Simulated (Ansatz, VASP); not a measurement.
BeC3: VASP beside Ansatz

```
CELL_PARAMETERS angstrom
3.01254 0.00000 0.00000
0.00000 3.01254 0.00000
0.00000 0.00000 3.01254
ATOMIC_POSITIONS crystal
Be 0.00000 0.00000 0.00000
C 0.00000 0.50000 0.50000
C 0.50000 0.00000 0.50000
C 0.50000 0.50000 0.00000
```

Alike in both runs: functional PBE; k mesh 16 × 16 × 16; occupations gaussian, width 0.1 eV; no spin polarisation.

Ansatz relaxed the structure, and its values are those at the end. VASP's run is a single point on that final structure, the one shown.

|  | VASP | Ansatz |
| --- | --- | --- |
| version | VASP 6.6.1 | Ansatz 0.2.0 |
| potentials or method | VASP PAW PBE potentials, release 64 (Be, C) | scalar-relativistic, plane waves, PAW |
| plane-wave cutoff (eV) | 520 | 420 |
| valence electrons in the cell | 14 | 14 |

```tsv
	VASP	Ansatz	Ansatz less VASP
gap on the k mesh at the Fermi level (eV)	none	none	-
pressure (GPa)	0.2	0.0	-0.19
```

A gap of «none» marks a metal or a gap that the smearing closes.
